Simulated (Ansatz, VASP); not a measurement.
Al: VASP beside Ansatz

```
Al
1.0
     0.00000    1.94757    1.94757
     1.94757    0.00000    1.94757
     1.94757    1.94757    0.00000
Al
1
Direct
  0.00000 0.00000 0.00000
```

Alike in both runs: task single point; functional RPBE; k mesh 22 × 22 × 22; occupations fermi-dirac, width 0.1 eV; no spin polarisation.

```csv
,VASP,Ansatz
version,VASP 6.6.1,Ansatz 0.2.0
potentials or method,"VASP PAW PBE potentials, release 64 (Al)","plane waves (420 eV) with PAW, scalar-relativistic"
plane-wave cutoff (eV),520,420
valence electrons in the cell,3,3
```

Ansatz gave:

| Quantity | Value |
| --- | --- |
| pressure (GPa) | 13.0 |

Problem. Estimate VASP's values.

Solution. Pressure (GPa): 12.8.

With one functional, cell and mesh, what is left measures potentials, basis and numerics.

Caveats: the PAW data sets were made with another functional, which shifts forces and pressure a little (VASP).
